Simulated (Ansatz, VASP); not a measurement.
# NaH4: VASP beside Ansatz

```xyz
5
Lattice="4.2188 0.0000 0.0000 -2.1094 3.6536 0.0000 0.0000 0.0000 6.1324" Properties=species:S:1:pos:R:3 pbc="T T T"
Na    0.0000    0.0000    0.0000
H     0.0000    2.4357    2.6880
H     0.0000    2.4357    3.4444
H     2.1094    1.2179    2.6880
H     2.1094    1.2179    3.4444
```

Change from the starting cell: ordered vacancies on the cation sites of aluminium diboride (P6/mmm, No. 191).

Alike in both runs: functional PBE; k mesh 12 × 12 × 6; occupations gaussian, width 0.1 eV; no spin polarisation.

Ansatz relaxed the structure, and its values are those at the end. VASP's run is a single point on that final structure, the one shown.

|  | VASP | Ansatz |
| --- | --- | --- |
| version | VASP 6.6.1 | Ansatz 0.2.0 |
| potentials or method | VASP PAW PBE potentials, release 64 (Na_pv, H) | scalar-relativistic, plane waves, PAW |
| plane-wave cutoff (eV) | 520 | 420 |
| valence electrons in the cell | 11 | 13 |

|  | VASP | Ansatz | Ansatz less VASP |
| --- | --- | --- | --- |
| gap on the k mesh at the Fermi level (eV) | none | none | - |
| pressure (GPa) | -0.1 | 0.0 | +0.11 |
| rms of the force components (eV/Å) | 0.004 | 0.001 | -0.0033 |

A gap of «none» marks a metal or a gap that the smearing closes. The functional is the same, so the differences come from potentials, cutoffs and numerics. The two sets of potentials don't hold the same shells in valence.
